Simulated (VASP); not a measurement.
Method: r2SCAN meta-GGA, VASP's PBE PAW potentials (set 64) (plane waves; VASP 6.6.1).

VASP ran on this input.

### KPOINTS
```
Automatic mesh
0
Gamma
6 6 6
0 0 0
```

File POSCAR:
```
BaF2
6.2257540
  0.0000000000   0.4999999827   0.4999999827
  0.4999999827   0.0000000000   0.4999999827
  0.4999999827   0.4999999827   0.0000000000
Ba F
1 2
Direct
  0.0000000000   0.0000000000   0.0000000000
  0.2500000000   0.2500000000   0.2500000000
  0.7500000000   0.7500000000   0.7500000000
```

INCAR:
```
EDIFF  =  1E-7
LMIXTAU  =  .TRUE.
LWAVE  =  .FALSE.
LREAL  =  .FALSE.   ! projection in real space or not
SYSTEM  =  BaF2
LASPH  =  .TRUE.
ISMEAR  =  0
LMAXMIX  =  4
ENCUT  =  600
ISIF  =  2
ALGO  =  Normal   ! blocked Davidson
NELM  =  100   ! most electronic steps
SIGMA  =  0.05
LCHARG  =  .FALSE.
METAGGA  =  R2SCAN
PREC  =  Accurate
```

POTCAR, in this order: Ba_sv F (PBE.64 set). Program: vasp_std.

What VASP printed:

**OSZICAR**
```
       N       E                     dE             d eps       ncg     rms          rms(c)
DAV:   1     0.136303143419E+03    0.13630E+03   -0.14284E+04   512   0.159E+03
DAV:   2    -0.473825843598E+02   -0.18369E+03   -0.17790E+03   648   0.318E+02
DAV:   3    -0.541374996811E+02   -0.67549E+01   -0.67463E+01   736   0.691E+01
DAV:   4    -0.542120927294E+02   -0.74593E-01   -0.74586E-01   616   0.639E+00
DAV:   5    -0.542147999704E+02   -0.27072E-02   -0.27072E-02   776   0.734E-01    0.787E+00
DAV:   6    -0.460858784250E+02    0.81289E+01   -0.42188E+00   688   0.179E+01    0.350E+00
DAV:   7    -0.445851189524E+02    0.15008E+01   -0.16734E+00   536   0.140E+01    0.215E+00
DAV:   8    -0.483144860119E+02   -0.37294E+01   -0.11397E+00   528   0.127E+01    0.856E-01
DAV:   9    -0.446521109626E+02    0.36624E+01   -0.55674E-01   512   0.684E+00    0.965E-01
DAV:  10    -0.450346829794E+02   -0.38257E+00   -0.36237E-01   512   0.575E+00    0.288E-01
DAV:  11    -0.449295067935E+02    0.10518E+00   -0.46654E-02   512   0.223E+00    0.246E-01
DAV:  12    -0.450660432201E+02   -0.13654E+00   -0.73516E-02   512   0.297E+00    0.127E-01
DAV:  13    -0.450679194714E+02   -0.18763E-02   -0.16667E-03   608   0.486E-01    0.671E-02
DAV:  14    -0.450687512429E+02   -0.83177E-03   -0.12978E-03   592   0.327E-01    0.382E-02
DAV:  15    -0.450687624106E+02   -0.11168E-04   -0.26725E-04   568   0.195E-01    0.118E-02
DAV:  16    -0.450686894894E+02    0.72921E-04   -0.30331E-05   536   0.871E-02    0.548E-03
DAV:  17    -0.450689771023E+02   -0.28761E-03   -0.89680E-05   512   0.112E-01    0.826E-03
DAV:  18    -0.450689796389E+02   -0.25367E-05   -0.23504E-06   656   0.185E-02    0.566E-03
DAV:  19    -0.450689791503E+02    0.48864E-06   -0.10740E-06   552   0.128E-02    0.350E-03
DAV:  20    -0.450689809502E+02   -0.17999E-05   -0.16241E-06   512   0.175E-02    0.196E-03
DAV:  21    -0.450689811385E+02   -0.18826E-06   -0.37385E-07   592   0.565E-03    0.559E-04
DAV:  22    -0.450689811541E+02   -0.15597E-07   -0.97333E-08   400   0.308E-03
   1 F= -.45068981E+02 E0= -.45068981E+02  d E =-.122479E-18
```

### OUTCAR
```
------------------------ aborting loop because EDIFF is reached ----------------------------------------
  FORCE on cell =-STRESS in cart. coord.  units (eV):
  Direction    XX          YY          ZZ          XY          YZ          ZX
  --------------------------------------------------------------------------------------
  Total       -0.0061408     -0.0061408     -0.0061408     -0.0000000      0.0000000      0.0000000
  in kB       -0.1630868     -0.1630868     -0.1630868     -0.0000000      0.0000000      0.0000000
  external PRESSURE =      -0.1630868 kB  Pullay stress =       0.0000000 kB
  volume of cell :       60.33
      direct lattice vectors                 reciprocal lattice vectors
     0.000000000  3.112876892  3.112876892    -0.160623120  0.160623120  0.160623120
     3.112876892  0.000000000  3.112876892     0.160623120 -0.160623120  0.160623120
     3.112876892  3.112876892  0.000000000     0.160623120  0.160623120 -0.160623120
 POSITION                                       TOTAL-FORCE (eV/Angst)
 -----------------------------------------------------------------------------------
      0.00000      0.00000      0.00000        -0.000000      0.000000     -0.000000
      1.55644      1.55644      1.55644        -0.000000     -0.000000     -0.000000
      4.66932      4.66932      4.66932         0.000000      0.000000      0.000000
 -----------------------------------------------------------------------------------
    total drift:                                0.000000      0.000000      0.000000
  FREE ENERGIE OF THE ION-ELECTRON SYSTEM (eV)
  ---------------------------------------------------
  free  energy   TOTEN  =       -45.0689811541 eV

  energy  without entropy=      -45.0689811541  energy(sigma->0) =      -45.06898115
```
(Selected blocks of OUTCAR.)

OUTCAR:
```
 val. band max:       -2.6529384749   @ k =  -0.1667   0.1667   0.0000

 cond. band min:       4.6386378755   @ k =   0.0000   0.0000   0.0000


 Fermi energy:        -2.3484007296

 k-point     1 :       0.0000    0.0000    0.0000
  band No.  band energies     occupation
      1     -26.3110      2.00000
      2     -22.7091      2.00000
      3     -22.5977      2.00000
      4     -10.6805      2.00000
      5     -10.6805      2.00000
      6     -10.6805      2.00000
      7      -4.0803      2.00000
      8      -4.0803      2.00000
      9      -4.0803      2.00000
     10      -2.7164      2.00000
     11      -2.7164      2.00000
     12      -2.7164      2.00000
     13       4.6386      0.00000
     14       7.2119      0.00000
     15       7.2119      0.00000
     16       9.5218      0.00000

 k-point     2 :       0.1667    0.0000    0.0000
  band No.  band energies     occupation
      1     -26.2542      2.00000
      2     -22.7348      2.00000
      3     -22.6637      2.00000
      4     -10.7273      2.00000
      5     -10.7202      2.00000
      6     -10.7202      2.00000
      7      -3.9723      2.00000
      8      -3.9723      2.00000
      9      -3.8118      2.00000
     10      -2.8874      2.00000
     11      -2.7507      2.00000
     12      -2.7507      2.00000
     13       5.2160      0.00000
     14       7.1834      0.00000
     15       7.1834      0.00000
     16       9.2017      0.00000

 k-point     3 :       0.3333    0.0000    0.0000
  band No.  band energies     occupation
      1     -26.1329      2.00000
      2     -22.8485      2.00000
      3     -22.7414      2.00000
      4     -10.8084      2.00000
      5     -10.7968      2.00000
      6     -10.7968      2.00000
      7      -3.7729      2.00000
      8      -3.7729      2.00000
      9      -3.2764      2.00000
     10      -3.1546      2.00000
     11      -2.7978      2.00000
     12      -2.7978      2.00000
     13       6.3147      0.00000
...
```

Unless said otherwise, spin-orbit coupling is left out, though it shifts the bands of the heavy elements here.

The compound is BaF2 in the fluorite structure. It was relaxed first.
